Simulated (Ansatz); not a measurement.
In doubt: masses and optical values from hybrid runs of this build are listed as unsure (in some of the runs), which bears on the screening that GW takes from such a start.

System: InAs (honeycomb monolayer).

The cell holds 2 atoms: 1 In and 1 As. Its edges and angles: a = 4.359 Å, b = 4.359 Å, c = 24.500 Å, α = 90.0°, β = 90.0°, γ = 120.0°. Vacuum lies along c.

```xyz
2
Lattice="4.3594 0.0000 0.0000 -2.1797 3.7754 0.0000 0.0000 0.0000 24.5000" Properties=species:S:1:pos:R:3
In    0.0000    2.5169   11.9191
As    2.1797    1.2585   12.5809
```

The structure was relaxed with PBE. The runs that relaxed it are not among those shown.

Gaps computed with Ansatz 0.2.0 without a self-energy: HSE06 1.52 eV, r2SCAN 1.17 eV and PBE0 2.21 eV.

What gap should G0W0 on HSE06 give (6×6×1 mesh, 363 empty bands, screening to 54 eV, PAW set soft_1 files)?

About 2.10 eV: on its mesh the run moves the gap from 1.48 eV by +0.62 eV. Among the scalar-relativistic levels given, PBE0 is nearest (+0.11 eV). Bands and cutoff are finite, so the gap is not at the basis limit. The miss can reach some tenths of an eV and take either sign; the mesh is an error of its own. The mesh in the plane is coarse for a sheet; gap and any exciton binding can still move on denser ones. The many-body steps are scalar-relativistic: spin-orbit coupling is not in them.

[Paths, hosts, dates, memory and timing lines, banners, echoed tables and standing remarks are left out of the program output.]

[Logs are printed without paths, hosts, clocks, repeated set-up lines and the standing remarks that a program may print on its own settings, such as how far it seeks lower states.]

[Runs of the session that timed out or met a known fault of the program may be left out.]

[Cells called generated may have been cut or substituted from an entry of the Crystallography Open Database or the Materials Project.]

[Hosts, paths, dates, database ids (printed as entryN), source tags and the programs' standing remarks are cut or masked in the printed files.]
